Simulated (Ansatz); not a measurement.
Input and command of a plane-wave DFT calculation in Ansatz:

```yaml
crystal:
  lattice:
    - [7.3951485247, 0.0, 0.0]
    - [-3.6975742623, 6.4043864871, 0.0]
    - [0.0, 0.0, 20.9919100066]
  atoms:
    - { symbol: C, position: [0.3073963522, 0.2551265068, 0.5430161861] }
    - { symbol: C, position: [0.0911220202, 0.0879875557, 0.540624183] }
    - { symbol: "N", position: [-0.0818455791, -0.0456767998, 0.5386758794] }
    - { symbol: H, position: [0.3520419949, 0.311545316, 0.5920643835] }
    - { symbol: H, position: [0.4106947837, 0.1990974742, 0.525592998] }
    - { symbol: H, position: [0.3298824357, 0.386311996, 0.5129456446] }
basis:
  ecutwfc: 420
kpoints:
  mp_grid: { grid: [3, 3, 1] }
hamiltonian:
  xc: pbe
  dispersion: d3bj
scf:
  occupations: { method: gaussian, width: 0.05 }
output:
  forces: true
  eigenvalues: true
  write_density: true
  volumetric_format: npy
efield:
  axis: 3
  dipole_correction: true
  ramp_width: 0.04
```

```bash
ansatz run input.yaml --threads 2 --pin off --max-ram 6144MiB --backend cpu --events-out ev --progress --plain --runs-dir out
```

Processor: Arm Neoverse V1, 2 threads, on a host shared with other jobs.

**Question.** How long does it run, and how much memory does it take?

**Answer.** About 6.3 s on 2 threads of Arm Neoverse V1, on a shared host, peak memory 0.76 GiB. It solves 14 bands at 5 k points (the mesh reduced by the symmetry that the task leaves, which can be less than the crystal's) with about 19463 plane waves, in 8 SCF iterations.
